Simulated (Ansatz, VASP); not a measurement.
# Two plane-wave programs on I

```
I
1.0
     0.00000    2.12426    2.71029
     2.12524    0.00000    2.71029
     2.12524    2.12426    0.00000
I
1
Cartesian
  0.0000 0.0000 0.0000
```

Alike in both runs: functional PBE; k mesh 16 × 16 × 16; occupations fermi-dirac, width 0.1 eV; no spin polarisation.

Ansatz relaxed the structure, and its values are those at the end. VASP's run is a single point on that final structure, the one shown.

|  | VASP | Ansatz |
| --- | --- | --- |
| version | VASP 6.6.1 | Ansatz 0.2.0 |
| potentials or method | VASP PAW PBE potentials, release 64 (I) | scalar-relativistic, plane waves, PAW |
| plane-wave cutoff (eV) | 520 | 420 |
| valence electrons in the cell | 7 | 17 |

```tsv
	VASP	Ansatz	Ansatz less VASP
gap on the k mesh at the Fermi level (eV)	none	none	-
pressure (GPa)	25.0	25.1	+0.12
```

A gap of «none» marks a metal or a gap that the smearing closes. With one functional, cell and mesh, what is left measures potentials, basis and numerics. The two sets of potentials don't hold the same shells in valence.

Caveats: so large a pressure means that the cell lies far from this level's equilibrium, or that cutoff or potentials fall short (VASP); an odd number of electrons without spin polarisation forces a metal; a magnetic or distorted state may lie lower. The runs have no spin-orbit coupling, so splittings on I are missing.
